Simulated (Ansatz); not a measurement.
`BOC(C)=O` + `C=C=N` → `BN=C=C` + `CC(=O)O`  (ligand exchange at a B–O bond)

Program: Ansatz. Geometries: PBE0-D4/def2-TZVP. ΔE: electronic, gas phase. CCSD(T)/CBS is the MP2 limit (def2-TZVPP, def2-QZVPP) plus CCSD(T) − MP2 in def2-TZVPP, frozen cores. This one scheme is used for every species. Functionals use def2-TZVPP. Each species was taken in one conformer, which may not be the lowest.

```
             level  ΔE (kJ/mol)
       LDA (SPW92)        -42.9
           PBE0-D4        -28.7
           r2SCANh        -27.5
SCS-MP2/def2-TZVPP        -12.4
```

**Question.** What does CCSD(T)/CBS give? (An estimate is asked.)

**Answer.** Computed: -14.5 kJ/mol. The listed levels differ from it by -28.4, -14.2, -13.0, 2.1 kJ/mol.

**Question.** What do rigid-rotor, harmonic-oscillator terms from PBE0-D4/def2-TZVP frequencies (298.15 K, 1 bar) make of the CCSD(T)/CBS value? (Best estimate.)

**Answer.** The calculation gave: ΔZPE = +2.5 kJ/mol, ΔH = -12.3 kJ/mol, ΔS = -3 J/(mol·K), ΔG = -11.5 kJ/mol.

Largest T1 diagnostic among the species: 0.017.

From BLYP to BHLYP (50 % exact exchange), in def2-TZVPP and without D4, ΔE moves by +11.8 kJ/mol. In def2-TZVPP, CCSD(T) changes the Hartree–Fock value by −6.5 kJ/mol (the triples alone add −1.7 kJ/mol) and MP2 by −11.1 kJ/mol.

CCSD(T)/CBS has its own doubt, a few kJ/mol and more with outer-core shells, so smaller differences from it don't rank the levels.
